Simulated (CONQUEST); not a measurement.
# InP (F-43m) in CONQUEST: further runs

Runs on InP. Level: LDA. Tasks: equation of state.

Program: CONQUEST 1.3. These are calculated values, not measurements. Logs are shortened: lines on timing, memory, paths and dates and some standing lists are left out, and cuts for length are marked.

**Measured values to compare with.**

A printed reference work, data compilation reports, for a bulk crystal of InP: bulk modulus 71 GPa.

The runs below are set against these values where they give the same quantity.

## 1. Starting point

Symmetry: F-43m, No. 216, cubic system. The conventional cell has a = 5.861 Å, b = 5.861 Å, c = 5.861 Å, α = 90.00°, β = 90.00°, γ = 90.00°. In (site symmetry -43m) has 4 P at 2.54 Å as nearest neighbours. P (site symmetry -43m) has 4 In at 2.54 Å as nearest neighbours.

## 2. Equation of state, LDA, 23.66 Å³/atom (volume scaled by 0.94)

Conquest_input

```
IO.Title InP
IO.Coordinates coords.dat
IO.FractionalAtomicCoords T
IO.Iprint 2
IO.Iprint_init 1
General.NumberOfSpecies 2
General.PseudopotentialType hamann
AtomMove.TypeOfRun static
AtomMove.FullStress T
Grid.PointsAlongX 40
Grid.PointsAlongY 40
Grid.PointsAlongZ 60
DM.SolutionMethod diagon
Diag.MPMesh T
Diag.GammaCentred T
Diag.MPMeshX 7
Diag.MPMeshY 7
Diag.MPMeshZ 5
Diag.kT 0.00183747
minE.SCTolerance 1e-6
SC.MaxIters 100
IO.AtomChargeOutput T
%block ChemicalSpeciesLabel
1 114.820 In
2 30.970 P
%endblock
```

coords.dat

```
    7.6718165351     0.0000000000     0.0000000000
    0.0000000000     7.6718165351     0.0000000000
    0.0000000000     0.0000000000    10.8495869907
4
  0.0000000000   0.0000000000   0.0000000000 1 T T T
  0.5000000000   0.5000000000   0.5000000000 1 T T T
  0.0000000000   0.5000000000   0.2500000000 2 T T T
  0.5000000000   0.0000000000   0.7500000000 2 T T T
```

Potentials or basis: PseudoDojo NC LDA, DZP, grid of 40 × 40 × 60 points.

On the command line:

```sh
$ Conquest
```

The log of the run:

```text
Simulation cell dimensions:     7.6718 a0 x     7.6718 a0 x    10.8496 a0

      Atomic coordinates (a0)
         Atom         X         Y         Z  Species
            1    0.0000    0.0000    0.0000        1
            2    3.8359    3.8359    5.4248        1
            3    0.0000    3.8359    2.7124        2
            4    3.8359    0.0000    8.1372        2

         Monkhorst-Pack mesh:   7 x   7 x   5 gamma-centred
        This calculation includes non-local pseudopotentials,
         with a maximum core radius of      8.31263461

    Job title: InP
    Job to be run: static calculation

[... 5 lines left out ...]
      Using Fermi-Dirac smearing

    Integration grid size:     40 x   40 x   60

    Integration grid spacing:  0.192 a0 x 0.192 a0 x 0.181 a0

    Number of species:  2
    --------------------------------------------------------
    |   #  mass (au)  Charge (e)  SF Rad (a0)  NSF  Label  |
    --------------------------------------------------------
    |   1    114.820      13.000        8.631   18  In     |
    |   2     30.970       5.000        7.096   13  P      |
    --------------------------------------------------------
          SCF tolerance:                 0.00000100
          SCF iterations:               100

    LibXC version:  6. 2. 2
    Using the LDA functional Slater exchange
    Using the LDA functional Perdew & Wang

           radial cut-off to be used is taken to be max PAO cut-off radius for this species:    8.312635

           greatest ang. mom. for making density from PAOs:  2

           radial cut-off to be used is taken to be max PAO cut-off radius for this species:    6.725484

           greatest ang. mom. for making density from PAOs:  2
    Minimum blocs/proc is     1500. Maximum blocs/proc is     1500
    set_atom_dens: In set_atomic_density, electrons :      36.000000000000
 matrix_size & matrix_size_padH =           62          62

    Screened ion int: energy:    -110.821503726281 Ha

    new_SC_potl: Starting.  Tolerance:  0.10000E-05

    PulayMixSC: Starting Pulay mixing, A_up =  0.500 A_dn =  0.500
    PulayMixSC: Spin non-polarised calculation.
          Harris-Foulkes Energy            :      -146.439461794972885 Ha
          GroundState Energy (E-(1/2)TS)   :      -146.439461800526232 Ha
          Free Energy (E-TS)               :      -146.439461806079606 Ha
          DFT Total Energy                 :      -146.364474321014370 Ha
          Total number of electrons        :        36.000000000001457
    PulayMixSC: Pulay iteration     1 residual:              0.29844E-02
          Harris-Foulkes Energy            :      -146.405424995035332 Ha
          GroundState Energy (E-(1/2)TS)   :      -146.405425035769440 Ha
          Free Energy (E-TS)               :      -146.405425076503519 Ha
          DFT Total Energy                 :      -146.403562339052883 Ha
          Total number of electrons        :        36.000029638047621
    PulayMixSC: Pulay iteration     2 residual:              0.96706E-03
          Harris-Foulkes Energy            :      -146.404402684794235 Ha
          GroundState Energy (E-(1/2)TS)   :      -146.404402712310855 Ha
          Free Energy (E-TS)               :      -146.404402739827475 Ha
          DFT Total Energy                 :      -146.404228873501239 Ha
          Total number of electrons        :        36.000045342105956
    PulayMixSC: Pulay iteration     3 residual:              0.42998E-03
          Harris-Foulkes Energy            :      -146.404246060958826 Ha
          GroundState Energy (E-(1/2)TS)   :      -146.404246091041273 Ha
          Free Energy (E-TS)               :      -146.404246121123720 Ha
          DFT Total Energy                 :      -146.404243637994000 Ha
          Total number of electrons        :        36.000059233330383
    PulayMixSC: Pulay iteration     4 residual:              0.40951E-04
          Harris-Foulkes Energy            :      -146.404244347399839 Ha
          GroundState Energy (E-(1/2)TS)   :      -146.404244377722932 Ha
          Free Energy (E-TS)               :      -146.404244408046026 Ha
          DFT Total Energy                 :      -146.404244282895604 Ha
          Total number of electrons        :        36.000060558318538
    PulayMixSC: Pulay iteration     5 residual:              0.55364E-05
          Harris-Foulkes Energy            :      -146.404244293870477 Ha
          GroundState Energy (E-(1/2)TS)   :      -146.404244324193826 Ha
          Free Energy (E-TS)               :      -146.404244354517203 Ha
          DFT Total Energy                 :      -146.404244292035855 Ha
          Total number of electrons        :        36.000060843614897
    PulayMixSC: Pulay iteration     6 residual:              0.82300E-06
    PulayMixSC: Reached SCF tolerance of  0.82300E-06 after      6 iterations
      | Number of electrons      =        36.000061
      |* band energy as 2Tr[K.H] =       -20.405793413542057 Ha
      |  screened ion-ion energy =      -110.821503726281122 Ha
      |  Ha correction           =         0.789251022303137 Ha
      |  XC correction           =       -15.966201290294013 Ha
      | GS Energy as E-(1/2)TS   =      -146.404244324193826 Ha
      | Free Energy as E-TS      =      -146.404244354517203 Ha
      |* Harris-Foulkes energy   =      -146.404244293870477 Ha
      |* DFT total energy        =      -146.404244292035855 Ha
      |  estimated accuracy      =        -0.000000001834621 Ha

    force: Forces on atoms (Ha/a0)
    force:  Atom   X              Y              Z
    force:     1  -0.0000000000  -0.0000000000   0.0000000000
    force:     2  -0.0000000000  -0.0000000000   0.0000000000
    force:     3  -0.0000000000  -0.0000000000  -0.0000000000
    force:     4  -0.0000000000   0.0000000000   0.0000000000

    force: Maximum force :        0.00000000(Ha/a0) on atom         1 in z direction
    force: Force Residual:        0.00000000 Ha/a0
    force: Total stress:         -4.06611576     0.00000000    -0.00000000 GPa
                             0.00000000    -4.06611576     0.00000000
                            -0.00000000     0.00000000    -4.10878161
    force: Average pressure:      4.08033771 GPa

    force: Finished force
    get_E_and_F: Change in energy during last step of electronic optimisation:  0.53529E-07

    BIBLIOGRAPHY: Please consider citing the following references in the conquest.bib file

    CONQUEST:         Bowler2002pt, Miyazaki2004, Nakata2020
    Basis:            Bowler2019
    DM:               Bowler:2006xr
    Pseudopotentials: Hamann2013, Bowler2019
    XC references from LibXC:
      P. A. M. Dirac.,  Math. Proc. Cambridge Philos. Soc. 26, 376 (1930)
```

Wall time 37 s (1 thread of AMD EPYC 9R45 (Zen 5), shared host); peak memory 0.81 GiB.

Results:

```
Free energy            : -3983.8624 eV
Pressure               : 4.1 GPa
Band gap on the k mesh : 0.91 eV
Mulliken charges       : In +0.98; P -0.98 e
```

Caveat: Mulliken charges move with the basis; spin-orbit coupling is left out, which moves the levels of the heavy elements; an odd mesh through Γ misses points on the zone boundary, where band edges often lie; the basis of atomic orbitals isn't converged, which shifts pressures, moduli and gaps.

## 3. Equation of state, LDA, 24.16 Å³/atom (volume scaled by 0.96)

Conquest_input is that of step 2.

coords.dat

```
    7.7258451921     0.0000000000     0.0000000000
    0.0000000000     7.7258451921     0.0000000000
    0.0000000000     0.0000000000    10.9259950504
4
  0.0000000000   0.0000000000   0.0000000000 1 T T T
  0.5000000000   0.5000000000   0.5000000000 1 T T T
  0.0000000000   0.5000000000   0.2500000000 2 T T T
  0.5000000000   0.0000000000   0.7500000000 2 T T T
```

Potentials or basis: PseudoDojo NC LDA, DZP, grid of 40 × 40 × 60 points.

On the command line:

```sh
$ Conquest
```

It took 38 s on 1 thread of AMD EPYC 9R45 (Zen 5), shared host; peak memory 0.79 GiB.

The run converged. Its results:

* Free energy: -3983.9019 eV
* Pressure: 2.2 GPa
* Band gap on the k mesh: 0.78 eV
* Mulliken charges: In +0.96; P -0.96 e

Caveat: Mulliken charges move with the basis; spin-orbit coupling is left out, which moves the levels of the heavy elements; an odd mesh through Γ misses points on the zone boundary, where band edges often lie; the basis of atomic orbitals isn't converged, which shifts pressures, moduli and gaps.

## 4. Equation of state, LDA, 24.66 Å³/atom (volume scaled by 0.98)

Conquest_input is that of step 3.

coords.dat

```
    7.7791285669     0.0000000000     0.0000000000
    0.0000000000     7.7791285669     0.0000000000
    0.0000000000     0.0000000000    11.0013491215
4
  0.0000000000   0.0000000000   0.0000000000 1 T T T
  0.5000000000   0.5000000000   0.5000000000 1 T T T
  0.0000000000   0.5000000000   0.2500000000 2 T T T
  0.5000000000   0.0000000000   0.7500000000 2 T T T
```

On the command line:

```sh
$ Conquest
```

Run time: 35 s. Hardware: 1 thread of AMD EPYC 9R45 (Zen 5), shared host; peak memory 0.76 GiB.

The run converged. Its results:

| Property | Result |
| --- | --- |
| Free energy | -3983.9200 eV |
| Pressure | 0.6 GPa |
| Band gap on the k mesh | 0.65 eV |
| Mulliken charges | In +0.94; P -0.94 e |

Caveat: Mulliken charges move with the basis; spin-orbit coupling is left out, which moves the levels of the heavy elements; an odd mesh through Γ misses points on the zone boundary, where band edges often lie; the basis of atomic orbitals isn't converged, which shifts pressures, moduli and gaps; the real-space grid breaks the cell's symmetry a little.

## 5. Equation of state, LDA, 25.17 Å³/atom

Conquest_input is that of step 4.

coords.dat

```
    7.8316918409     0.0000000000     0.0000000000
    0.0000000000     7.8316918409     0.0000000000
    0.0000000000     0.0000000000    11.0756848164
4
  0.0000000000   0.0000000000   0.0000000000 1 T T T
  0.5000000000   0.5000000000   0.5000000000 1 T T T
  0.0000000000   0.5000000000   0.2500000000 2 T T T
  0.5000000000   0.0000000000   0.7500000000 2 T T T
```

On the command line:

```sh
$ Conquest
```

Wall time 37 s (1 thread of AMD EPYC 9R45 (Zen 5), shared host); peak memory 0.76 GiB.

The run converged. Its results:

| Item | Value |
| --- | --- |
| Free energy | -3983.9192 eV |
| Pressure | -0.8 GPa |
| Band gap on the k mesh | 0.53 eV |
| Mulliken charges | In +0.91; P -0.91 e |

Caveat: Mulliken charges move with the basis; spin-orbit coupling is left out, which moves the levels of the heavy elements; an odd mesh through Γ misses points on the zone boundary, where band edges often lie; the basis of atomic orbitals isn't converged, which shifts pressures, moduli and gaps; the real-space grid breaks the cell's symmetry a little.

## 6. Equation of state, LDA, 25.67 Å³/atom (volume scaled by 1.02)

Conquest_input is that of step 5.

coords.dat

```
    7.8835588613     0.0000000000     0.0000000000
    0.0000000000     7.8835588613     0.0000000000
    0.0000000000     0.0000000000    11.1490358601
4
  0.0000000000   0.0000000000   0.0000000000 1 T T T
  0.5000000000   0.5000000000   0.5000000000 1 T T T
  0.0000000000   0.5000000000   0.2500000000 2 T T T
  0.5000000000   0.0000000000   0.7500000000 2 T T T
```

Potentials or basis: PseudoDojo NC LDA, DZP, grid of 40 × 40 × 60 points.

On the command line:

```sh
$ Conquest
```

It took 39 s on 1 thread of AMD EPYC 9R45 (Zen 5), shared host; peak memory 0.76 GiB.

The run converged. Its results:

* Free energy: -3983.9010 eV
* Pressure: -2.1 GPa
* Band gap on the k mesh: 0.41 eV
* Mulliken charges: In +0.89; P -0.89 e

Caveat: Mulliken charges move with the basis; spin-orbit coupling is left out, which moves the levels of the heavy elements; an odd mesh through Γ misses points on the zone boundary, where band edges often lie; the basis of atomic orbitals isn't converged, which shifts pressures, moduli and gaps.

## 7. Equation of state, LDA, 26.17 Å³/atom (volume scaled by 1.04)

Conquest_input is that of step 6.

coords.dat

```
    7.9347522365     0.0000000000     0.0000000000
    0.0000000000     7.9347522365     0.0000000000
    0.0000000000     0.0000000000    11.2214342255
4
  0.0000000000   0.0000000000   0.0000000000 1 T T T
  0.5000000000   0.5000000000   0.5000000000 1 T T T
  0.0000000000   0.5000000000   0.2500000000 2 T T T
  0.5000000000   0.0000000000   0.7500000000 2 T T T
```

On the command line:

```sh
$ Conquest
```

Run time: 36 s. Hardware: 1 thread of AMD EPYC 9R45 (Zen 5), shared host; peak memory 0.71 GiB.

Results (log left out):

| Quantity | Value |
| --- | --- |
| Free energy | -3983.8673 eV |
| Pressure | -3.3 GPa |
| Band gap on the k mesh | 0.30 eV |
| Mulliken charges | In +0.87; P -0.87 e |

Caveat: Mulliken charges move with the basis; spin-orbit coupling is left out, which moves the levels of the heavy elements; an odd mesh through Γ misses points on the zone boundary, where band edges often lie; the basis of atomic orbitals isn't converged, which shifts pressures, moduli and gaps.

## 8. Equation of state, LDA, 26.68 Å³/atom (volume scaled by 1.06)

Conquest_input is that of step 7.

coords.dat

```
    7.9852934222     0.0000000000     0.0000000000
    0.0000000000     7.9852934222     0.0000000000
    0.0000000000     0.0000000000    11.2929102559
4
  0.0000000000   0.0000000000   0.0000000000 1 T T T
  0.5000000000   0.5000000000   0.5000000000 1 T T T
  0.0000000000   0.5000000000   0.2500000000 2 T T T
  0.5000000000   0.0000000000   0.7500000000 2 T T T
```

On the command line:

```sh
$ Conquest
```

Run time: 36 s. Hardware: 1 thread of AMD EPYC 9R45 (Zen 5), shared host; peak memory 0.71 GiB.

The run converged. Its results:

- Free energy: -3983.8197 eV
- Pressure: -4.3 GPa
- Band gap on the k mesh: 0.18 eV
- Mulliken charges: In +0.84; P -0.84 e

Caveat: Mulliken charges move with the basis; spin-orbit coupling is left out, which moves the levels of the heavy elements; an odd mesh through Γ misses points on the zone boundary, where band edges often lie; the basis of atomic orbitals isn't converged, which shifts pressures, moduli and gaps.

## 9. Equation of state, LDA

Potentials or basis: PseudoDojo NC LDA, DZP, grid of 40 × 40 × 60 points.

No new run: the results of the series are fitted here.

Results:

```yaml
Equilibrium_volume: 24.89 Å³/atom
Bulk_modulus: 72 GPa
Pressure_derivative_of_the_bulk_modulus: 4.2
```

Energy against volume, from the lowest point:
```tsv
volume (Å³/atom)	energy (meV/atom)
23.657	14.40
24.160	4.53
24.663	0.00
25.167	0.20
25.670	4.75
26.173	13.18
26.677	25.09
```

Caveat: the DZP basis gives volumes some 2 % larger than converged bases do, and moduli off by several per cent; the basis of atomic orbitals isn't converged, which shifts pressures, moduli and gaps.

## 10. Against experiment

Step 9. Measured bulk modulus of InP: 71 GPa (a printed reference work, data compilation). This calculation gives 72 GPa (+1.1 %). The fit is for a static lattice scaled at fixed shape and fixed fractional positions.
